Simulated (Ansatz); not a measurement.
# Stack of 1T-SnSSe under alpha-Ga2S3 ferroelectric layer, upper layer turned by 180° in a perpendicular field, part 2 of 2

Aim: how the stack of 1T-SnSSe under alpha-Ga2S3 ferroelectric layer, upper layer turned by 180° screens a field along its normal, and what the field does to its bands. A positive field points along +c.

Ansatz 0.2.0; plane-wave DFT, PBE-D3(BJ), Ansatz PAW.

So far. Step 2 (Relaxation): The lattice constant a goes from 3.718 to 3.658 Å.

**3. Single point, field 0, start network**

A sawtooth potential applies the field, turning back in the middle of the vacuum. With the dipole correction the typed value is the field outside the slab. The induced dipole is small, so the SCF threshold is tight.

The cell differs from the one that the last finished run ended in (c 53.552 → 30.692 Å).

Input file input.yaml:

```yaml
crystal:
  lattice:
    - [3.658162585, 0.0, 0.0]
    - [-1.8290812925, 3.1680617298, 0.0]
    - [0.0, 0.0, 30.6916992784]
  atoms:
    - { symbol: Se, position: [0.6666666667, 0.3333333333, 0.2932388956] }
    - { symbol: Sn, position: [0.0, 0.0, 0.3469823142] }
    - { symbol: S, position: [0.3333333333, 0.6666666667, 0.3955798144] }
    - { symbol: S, position: [0.3333333333, 0.6666666667, 0.514932918] }
    - { symbol: Ga, position: [0.0, 0.0, 0.5485304982] }
    - { symbol: S, position: [0.0, 0.0, 0.6204014896] }
    - { symbol: Ga, position: [0.6666666667, 0.3333333333, 0.6700186793] }
    - { symbol: S, position: [0.3333333333, 0.6666666667, 0.7067611044] }
kpoints:
  mp_grid: { grid: [18, 18, 1] }
  band_path:
    path: [[0, 0, 0], [0.5, 0, 0], [0.33333333, 0.33333333, 0], [0, 0, 0]]
    npoints: 16
hamiltonian:
  xc: pbe
  dispersion: d3bj
scf:
  occupations: { method: fermi_dirac, width: 0.02585 }
  convergence: { dr2_threshold: 1.0e-10 }
efield:
  axis: 3
  dipole_correction: true
  ramp_position: 0.97
  ramp_width: 0.06
  amplitude: 0
output:
  dos: { projected: true, e_range: [-6, 5] }
  write_potential: true
  write_density: true
  volumetric_format: npy
  elf: true
```

Launch:

```bash
> ansatz run input.yaml --threads 4 --pin off --max-ram 8192MiB --backend cpu --events-out ev --progress --plain --runs-dir out
```

Numbers of over 12 decimals in the logs are rounded to 6 here.

What it wrote:

```text
[...]
Crystal: 8 atoms, lattice volume = 355.695 Å³
Basis set: ecut = 420 eV, 6871 PW (Γ)
Bands: 48, of which v1, the nominal top of the filled ones, is band 40 counted from 1 (39 counted from 0)
Symmetry: 6 space group operations
[...]
k-points: 37 of 324 (time reversal used)
[...]
SCF iter   1: F=—  HF=-22673.630172 eV  |F-HF|=—  |Δ(HF+E_count)|=         —  Δρ=1.50e-3  dr2=6.24e-2  ethr=1.77e-3  p=-0.082 e·Å  D=-4.15e-2 V/Å  ΔV_dip=1.27 eV  dr2_dipole=4.90e-4  V_vac-E_F(+/−)=6.39/5.12 eV  ⟨swp⟩=9.9  Hψ=8497  notcnv=0  defer=7
efield: sawtooth ramp at fractional position 0.9700 (set: `efield.ramp_position`, or a place that a band, a saddle search or an elastic batch's reference lends), width 0.0600; the density the first Hamiltonian is built on has a dipole p = -0.082 e·Å; the dipole correction subtracts the counter field D = -4.15e-2 V/Å, which shifts the + side's vacuum level by +1.27 eV against the − side's; the planar-averaged density in the ramp window peaks in size at 1.1e-5 e/Å³
[...]
SCF iter   2: F=—  HF=-22673.631600 eV  |F-HF|=—  |Δ(HF+E_count)|=   1.43e-3  Δρ=1.43e-3  dr2=6.91e-2  ethr=7.80e-5  p=-0.094 e·Å  D=-4.78e-2 V/Å  ΔV_dip=1.47 eV  dr2_dipole=1.08e-3  V_vac-E_F(+/−)=6.70/5.23 eV  ⟨swp⟩=3.8  Hψ=2998  notcnv=0  defer=99
[...]
SCF iter  14: F=-22673.624557 eV  HF=-22673.624557 eV  |F-HF|=8.37e-11  |Δ(HF+E_count)|=  1.46e-11  Δρ=3.44e-8  dr2=6.72e-12  ethr=1.00e-12  p=-0.109 e·Å  D=-5.55e-2 V/Å  ΔV_dip=1.70 eV  dr2_dipole=1.93e-12  V_vac-E_F(+/−)=6.75/5.04 eV  ⟨swp⟩=2.0  Hψ=3184  notcnv=0
SCF 1 converged in 14 iterations: F = -22673.624557 eV  dr2 = 6.72e-12
[...]
NSCF: frozen V_eff on 49 k-points
efield: sawtooth ramp at fractional position 0.9700 (kept from the solve that this one continues, or follows in the run), width 0.0600; the density the first Hamiltonian is built on has a dipole p = -0.109 e·Å; the dipole correction subtracts the counter field D = -5.55e-2 V/Å, which shifts the + side's vacuum level by +1.70 eV against the − side's; the planar-averaged density in the ramp window peaks in size at 5.2e-6 e/Å³
[...]
SCF converged after 14 iterations
Free energy (F): -22673.624557 eV
[...]
Internal energy: -22673.624463 eV  (E = F + TS)
E sigma→0 (E₀):  -22673.624510 eV
Entropy (-TS):   -0.000094 eV (-0.012 meV/atom)
Fermi energy:    0.477926 eV
Dipole field:    D = -0.055505 V/Å  (p = -0.109105 e·Å, saw-weighted, corrected)
Work function:   Φ+ = 6.7464 eV   Φ− = 5.0428 eV
Levels:          The Fermi level and band energies are counted from a zero that moves with the ramp; work functions are not
[...]
--- Band table (eV; the first three rows and the last of 37) ---
  k-point 0: bands = [... 36 lower, 0.0083, 0.0083, 0.1042, 0.1042, 1.6236, 2.0598, 3.2205, 3.2562, ... 4 higher]
  k-point 1: bands = [... 36 lower, -0.1799, -0.1697, 0.0806, 0.2214, 1.8068, 2.2418, 3.3933, 3.4776, ... 4 higher]
  k-point 2: bands = [... 36 lower, -0.4295, -0.2286, -0.1359, 0.3086, 2.1268, 2.6192, 3.6748, 3.8428, ... 4 higher]
  k-point 36: bands = [... 36 lower, -1.4551, -1.4436, -1.4031, 0.0749, 1.5725, 2.9968, 3.7229, 4.8245, ... 4 higher]
```

Wall time 1.9 min (4 threads of Intel Xeon at 2.50GHz (Skylake/Cascade Lake), shared host); peak memory 1.2 GiB.

Numbers from this step:

```yaml
dipole_along_the_normal: -0.1091 e·Å
gap_along_the_path: 0.2563 eV
smallest_direct_gap_along_the_path: 0.4802 eV
step_between_the_vacuum_levels: 1.704 eV
ionisation_energy_upper_face: 6.891 eV
electron_affinity_upper_face: 6.634 eV
ionisation_energy_lower_face: 5.187 eV
gap_the_smaller_of_path_and_mesh: 0.2556 eV
```

Running mean over a fixed 2.7 Å (it still follows the layers) of the planar mean; the ramp of the sawtooth is left out. Table of electron's electrostatic potential energy less the Fermi level by z:

z (Å), electron's electrostatic potential energy less the Fermi level (eV) and a bar from the least value:
```
        4       5.04 #########################
        5       5.04 #########################
        6       5.00 #########################
        7       4.24 #######################
        8       1.32 ################
        9      -2.13 #######
       10      -3.80 ##
       11      -4.60 
       12      -2.97 ####
       13       0.46 #############
       14       3.17 #####################
       15      -0.39 ###########
       16      -4.18 #
       17      -3.63 ###
       18      -1.85 #######
       19      -1.58 ########
       20      -3.83 ##
       21      -3.87 ##
       22      -0.83 ##########
       23       3.69 ######################
       24       6.50 #############################
       25       6.74 ##############################
       26       6.75 ##############################
       27       6.75 ##############################
```

The density of states has structure finer than the step of the table below, so its rows give means over 0.25 eV, whole bins alone (the curve runs from -6 to 2.11 eV). Peaks (eV: height): -4.130: 9.63, -3.680: 8.69, -3.460: 12.1, -2.310: 8.31, -1.750: 10.1, -0.870: 18.6, -0.490: 9.09.

Density of states against energy, zero at the Fermi level of the run, which the smearing sets inside the gap; means over each step:

```
energy (eV)  density of states (states/eV a cell)
      -5.75                                  1.00
      -5.50                                  1.96
      -5.25                                  2.16
      -5.00                                  2.24
      -4.75                                  1.95
      -4.50                                  2.19
      -4.25                                  4.32
      -4.00                                  6.29
      -3.75                                  5.28
      -3.50                                  7.26
      -3.25                                  5.76
      -3.00                                  3.67
      -2.75                                  4.93
      -2.50                                  4.77
      -2.25                                  6.98
      -2.00                                  6.23
      -1.75                                  6.88
      -1.50                                  5.08
      -1.25                                  4.62
      -1.00                                  5.31
      -0.75                                  3.95
      -0.50                                  5.73
      -0.25                                  2.68
       0.00                               0.00792
       0.25                                 0.580
       0.50                                 0.720
       0.75                                 0.910
       1.00                                  1.65
       1.25                                  1.56
       1.50                                  1.22
       1.75                                  1.79
```

Projected DOS per atom over height of the atomic layer and energy from the Fermi level. Layers: Se Sn S S Ga S Ga S from below.

Values in states/eV, 22 rows by 8 columns, each cell a mean:
```
0.11 0.16 0.13 0.20 0.32 0.06 0.25 0.16
0.36 0.52 0.38 0.02 0.03 0.00 0.00 0.01
0.55 0.66 0.54 0.00 0.01 0.00 0.00 0.00
0.30 0.37 0.29 0.00 0.00 0.00 0.00 0.00
0.20 0.26 0.20 0.00 0.00 0.00 0.00 0.00
0.05 0.07 0.05 0.00 0.00 0.00 0.00 0.00
0.00 0.00 0.00 0.12 0.05 1.96 0.08 1.73
0.46 0.03 0.08 0.14 0.08 1.26 0.11 1.95
0.96 0.06 0.35 0.30 0.10 0.98 0.19 1.96
1.55 0.07 1.00 0.33 0.06 0.82 0.21 0.86
1.91 0.13 1.90 0.46 0.08 0.80 0.28 0.80
1.55 0.17 1.52 1.11 0.15 1.01 0.45 0.89
0.57 0.20 0.78 1.46 0.21 0.73 0.42 0.74
0.47 0.27 0.72 1.39 0.29 0.35 0.24 0.43
0.75 0.51 1.12 1.44 0.46 0.65 0.33 0.50
0.88 0.57 1.19 1.38 0.48 0.76 0.38 0.54
0.51 0.44 0.72 1.25 0.63 1.26 0.54 0.52
0.38 0.38 0.58 0.60 0.32 0.39 0.24 0.24
0.34 0.32 0.42 0.37 0.18 0.07 0.10 0.10
0.53 0.56 0.62 0.12 0.06 0.09 0.15 0.13
0.40 0.43 0.40 0.09 0.05 0.13 0.23 0.19
0.01 0.01 0.01 0.08 0.06 0.22 0.45 0.33
```
Columns: height of the atomic layer (Å) from 9 to 21.7 (not evenly spaced); rows upwards: energy from the Fermi level (eV) from -5.96 to 2.05.

Electronic bands along the path, in eV, zero at the Fermi level of the run, which the smearing sets inside the gap:

```
  point  band 37  band 38  band 39  band 40  band 41  band 42  band 43  band 44
      Γ    -0.47    -0.47    -0.37    -0.37     1.15     1.58     2.74     2.78
halfway    -1.57    -0.95    -0.86    -0.19     1.29     2.35     2.96     3.55
      M    -1.77    -1.25    -0.84    -0.37     0.11     1.74     2.08     3.27
halfway    -1.92    -1.75    -1.36    -0.47     0.87     2.41     2.87     3.96
      K    -1.93    -1.92    -1.88    -0.40     1.09     2.52     3.25     4.35
halfway    -1.48    -1.16    -0.94    -0.60     1.63     2.81     3.39     4.14
      Γ    -0.47    -0.47    -0.37    -0.37     1.15     1.58     2.74     2.78
```

ELF in the ca plane at fractional y = 0.000, with atoms of Sn and Ga and S within 0.2 Å of it. It is the smooth field of the valence electrons, not physical close to the nuclei.

Values, 6 rows by 16 columns, each cell a mean:
```
0.10 0.25 0.09 0.22 0.09 0.01 0.03 0.18 0.11 0.40 0.62 0.69 0.13 0.06 0.03 0.00
0.48 0.45 0.25 0.41 0.43 0.08 0.18 0.47 0.31 0.30 0.71 0.60 0.25 0.45 0.27 0.04
0.73 0.60 0.21 0.59 0.72 0.19 0.38 0.70 0.48 0.09 0.17 0.20 0.38 0.77 0.58 0.13
0.69 0.58 0.23 0.56 0.67 0.17 0.34 0.67 0.45 0.14 0.34 0.30 0.36 0.71 0.52 0.10
0.33 0.37 0.23 0.33 0.29 0.05 0.11 0.35 0.24 0.36 0.78 0.70 0.19 0.29 0.16 0.02
0.06 0.22 0.04 0.20 0.06 0.01 0.02 0.16 0.10 0.39 0.49 0.61 0.13 0.03 0.01 0.00
```
Columns run along c (16.0 Å, from fractional 0.27 to 0.79 of the cell), rows up along a (3.7 Å). Atoms in or near the plane, at fractional coordinates: Sn at (0.35, 0.00), Ga at (0.55, 0.00), S at (0.62, 0.00).

Electrostatic potential energy in the ca plane at fractional y = 0.000, with atoms of Sn and Ga and S within 0.2 Å of it. With pseudopotentials it is smooth inside the atoms' cores, unlike the true potential.

Values in eV, 6 rows by 16 columns, each cell a mean:
```
  4  -8  -1  -9   4   5   5  -3 -22 -12 -20 -14   3   5   6   7
  3  -1 -11  -3   3   5   5   1  -7  -1  -2  -1   1   3   6   7
  0   0   1   0   1   5   5  -1   1   4   5   2  -2  -1   5   7
  0   0  -1   0   2   5   5   0   0   3   4   2  -1   0   5   7
  4  -3 -14  -5   4   5   5   0 -13  -4  -9  -5   2   4   6   7
  4  -8   5  -9   4   5   5  -4 -22 -14 -22 -16   3   5   6   7
```
Columns run along c (16.0 Å, from fractional 0.27 to 0.79 of the cell; values clipped at the 3rd and 97th percentile), rows up along a (3.7 Å). Atoms in or near the plane, at fractional coordinates: Sn at (0.35, 0.00), Ga at (0.55, 0.00), S at (0.62, 0.00).

Valence density in the ca plane at fractional y = 0.000, with atoms of Sn and Ga and S within 0.2 Å of it. It is the smooth field of the valence electrons, not physical close to the nuclei.

Values in e/Å³, 6 rows by 16 columns, each cell a mean:
```
 0  0  0  0  0  0  1  6  0  0  0  0  0  8  1  1
 0  0  0  0  0  0  0  1  0  0  0  0  0  0  0  0
 0  0  0  0  0  0  0  0  0  0  0  0  0  0  0  0
 0  0  0  0  0  0  0  0  0  0  0  0  0  0  0  0
 0  0  0  0  0  0  0  1  0  0  0  0  0  1  0  1
 0  0  0  0  0  0  1  9  1  0  0  0  0 17  1  1
```
Columns run along c (16.0 Å, from fractional 0.11 to 0.63 of the cell), rows up along a (3.7 Å). Atoms in or near the plane, at fractional coordinates: Sn at (0.35, 0.00), Ga at (0.55, 0.00), S at (0.62, 0.00).

The gap is 0.26 eV, with the valence edge 6.89 eV and the conduction edge 6.63 eV under the upper vacuum level.

**4. Single point, field 0.1 V/Å**

input.yaml: that of step 3 with these lines changed.

```diff
@@ -28,7 +28,6 @@
   dipole_correction: true
-  ramp_position: 0.97
-  ramp_width: 0.06
-  amplitude: 0
+  ramp_position: 0.9593
+  ramp_width: 0.0766
+  amplitude: 0.1
 output:
-  dos: { projected: true, e_range: [-6, 5] }
   write_potential: true
@@ -36,2 +35 @@
   volumetric_format: npy
-  elf: true
```

What it wrote:

```text
[...]
Crystal: 8 atoms, lattice volume = 355.695 Å³
Basis set: ecut = 420 eV, 6871 PW (Γ)
Bands: 48, of which v1, the nominal top of the filled ones, is band 40 counted from 1 (39 counted from 0)
Symmetry: 6 space group operations
[...]
k-points: 37 of 324 (time reversal used)
[...]
k-point 0: bands = [... 36 lower, 0.0712, 0.0712, 0.1657, 0.1657, 1.5734, 2.0886, 3.1731, 3.3047, ... 4 higher]
  k-point 1: bands = [... 36 lower, -0.2289, -0.1072, 0.1412, 0.2830, 1.7540, 2.2731, 3.4036, 3.4674, ... 4 higher]
  k-point 2: bands = [... 36 lower, -0.3667, -0.2941, -0.0730, 0.3700, 2.0681, 2.6572, 3.7321, 3.7821, ... 4 higher]
  k-point 36: bands = [... 36 lower, -1.4910, -1.4705, -1.3809, 0.1436, 1.5100, 3.0521, 3.7670, 4.7834, ... 4 higher]
[key lines of the parts left out:]
SCF converged after 19 iterations
Free energy (F): -22673.617904 eV
Fermi energy:    0.478690 eV
Dipole field:    D = -0.011629 V/Å  (p = -0.022859 e·Å, saw-weighted, corrected)
```

Elapsed: 2.9 min, on 4 threads; peak memory 1.1 GiB.

The dipole is -0.0229 e·Å, 0.0862 e·Å from its value without field, and the gap 0.133 eV.

**5. Single point, field -0.1 V/Å**

input.yaml: that of step 4 with these lines changed.

```diff
@@ -30,3 +30,3 @@
   ramp_width: 0.0766
-  amplitude: 0.1
+  amplitude: -0.1
 output:
```

What it wrote:

```text
[...]
Crystal: 8 atoms, lattice volume = 355.695 Å³
Basis set: ecut = 420 eV, 6871 PW (Γ)
Bands: 48, of which v1, the nominal top of the filled ones, is band 40 counted from 1 (39 counted from 0)
Symmetry: 6 space group operations
[...]
k-points: 37 of 324 (time reversal used)
[...]
k-point 0: bands = [... 36 lower, -0.0519, -0.0519, 0.0179, 0.0179, 1.6920, 2.0395, 3.1433, 3.3516, ... 4 higher]
  k-point 1: bands = [... 36 lower, -0.2600, -0.0678, -0.0062, 0.1334, 1.8814, 2.2154, 3.3051, 3.5846, ... 4 higher]
  k-point 2: bands = [... 36 lower, -0.5195, -0.2249, -0.1178, 0.2207, 2.2190, 2.5745, 3.5874, 3.9513, ... 4 higher]
  k-point 36: bands = [... 36 lower, -1.5315, -1.3801, -1.2916, -0.0195, 1.6783, 2.9189, 3.6621, 4.8715, ... 4 higher]
[key lines of the parts left out:]
SCF converged after 18 iterations
Free energy (F): -22673.639561 eV
Fermi energy:    0.486502 eV
Dipole field:    D = -0.097004 V/Å  (p = -0.190680 e·Å, saw-weighted, corrected)
```

The job ended after 2.9 min (4 threads; peak memory 1.1 GiB).

The dipole is -0.191 e·Å, -0.0816 e·Å from its value without field, and the gap 0.448 eV.

**6. Response, atoms held**

This step: plane-wave DFT, PBE-D3(BJ), Ansatz PAW; response to a field along the normal, atoms held (Ansatz 0.2.0).

The dipoles give the slope, and the difference of two potentials shows where the field is screened.

Numbers from this step:

| Quantity | Value |
| --- | --- |
| equivalent conductor thickness p/(ε₀AE) | 13.10 Å |
| distance between the outer atoms | 12.69 Å |

Table of dipole of the cell by applied field:

```
applied field (V/Å)  dipole of the cell (e·Å)
            -0.1000                    -0.191
             0.0000                    -0.109
             0.1000                   -0.0229
```

Local field over the applied field, running mean. From the potentials at -0.1 and 0.1 V/Å; running mean over 2.8 Å. The local field over applied field by z:

z (Å), local field over applied field and a bar:
```
        5      0.995 ##############################
        6      0.959 #############################
        7      0.783 #######################
        8      0.463 #############
        9      0.167 ####
       10      0.054 
       11      0.051 
       12      0.134 ###
       13      0.306 ########
       14      0.399 ###########
       15      0.296 ########
       16      0.137 ###
       17      0.082 #
       18      0.072 #
       19      0.065 
       20      0.058 
       21      0.110 ##
       22      0.292 ########
       23      0.611 ##################
       24      0.885 ##########################
       25      0.984 ##############################
       26      0.998 ##############################
```

The induced electron density oscillates, so the rows of the table below give means over windows of 1 Å about each position, cut where the curve ends. Its maxima inside the range that stand out by 2 % of the span (Å: e/Å³ per V/Å): 8.0: 0.00361, 11.2: 8.6e-4, 14.9: 0.00255, 17.8: 9.0e-4, 18.9: 6.4e-4, 20.6: 0.00104. Its minima: 10.1: -0.00103, 12.9: -0.00262, 16.9: -0.00125, 18.5: 1.5e-4, 19.8: -0.00148, 22.6: -0.00353.

Electrons, planar mean, per unit field. Table of induced electron density by z; means over each step:

z (Å), induced electron density (e/Å³ per V/Å) and a bar from the least value:
```
        5    0.00002 ##############
        6    0.00019 ###############
        7    0.00126 #####################
        8    0.00308 ##############################
        9    0.00101 ###################
       10   -0.00056 ###########
       11    0.00043 ################
       12   -0.00055 ###########
       13   -0.00218 ##
       14    0.00015 ###############
       15    0.00206 #########################
       16    0.00044 ################
       17   -0.00065 ##########
       18    0.00060 #################
       19    0.00010 ##############
       20   -0.00047 ###########
       21    0.00027 ###############
       22   -0.00187 ####
       23   -0.00266 
       24   -0.00059 ###########
       25   -0.00007 ##############
       26   -0.00001 ##############
```

The smaller of the gaps on the path and on the k-mesh, counted as 0 under 0.03 eV. Gap against applied field:

```
applied field (V/Å)  gap (eV)
            -0.1000     0.448
             0.0000     0.256
             0.1000     0.133
```

By hand: between -0.1 and 0.1 V/Å the dipole changes by 0.1678 e·Å, a slope of 0.8391 e·Å²/V. A perfect conductor of thickness t has p = ε₀AEt, so t = 180.95 × 0.8391 / 11.589 = 13.10 Å (e/ε₀ = 180.95 V·Å, A in Å²).

The induced dipole is that of a conductor 13.10 Å thick.

**7. Outcome**

```yaml
gap_without_field: 0.256 eV
ionisation_energy_upper_face: 6.89 eV
electron_affinity_upper_face: 6.63 eV
step_between_the_vacuum_levels: 1.70 eV
equivalent_conductor_thickness_atoms_held: 13.1 Å
```

**Reading.** The induced dipole equals that of a perfect conductor 13.10 Å thick, while the outer atoms lie 12.69 Å apart; an out-of-plane ε follows only once a thickness t is chosen, by 1 − 1/ε = 13.10 Å / t. The two faces differ: the vacuum level above lies 1.70 eV higher than the one below. The gap goes from 0.26 eV to 0.45 eV at -0.1 V/Å. With the field reversed the gap is 0.13 eV at 0.1 V/Å. Semilocal functionals give gaps that are too small, and excitons are not included. Spin-orbit coupling is left out, which matters for the bands of elements this heavy.

[Logs are printed without paths, hosts, clocks, repeated set-up lines and the standing remarks that a program may print on its own settings, such as how far it seeks lower states.]

[Hosts, paths, dates, database ids (printed as entryN), source tags and the programs' standing remarks are cut or masked in the printed files.]

[Maps of the electrostatic potential energy from Ansatz leave out the sawtooth potential of an applied field or a dipole correction, so their vacuum need not be flat; planar profiles and work functions include it.]

[The density of states shown here was stored with 400 of the rows of the run's finer table, so its peaks can read low, often by over a quarter, or be missed, and its means over a window can be off by a tenth or more.]
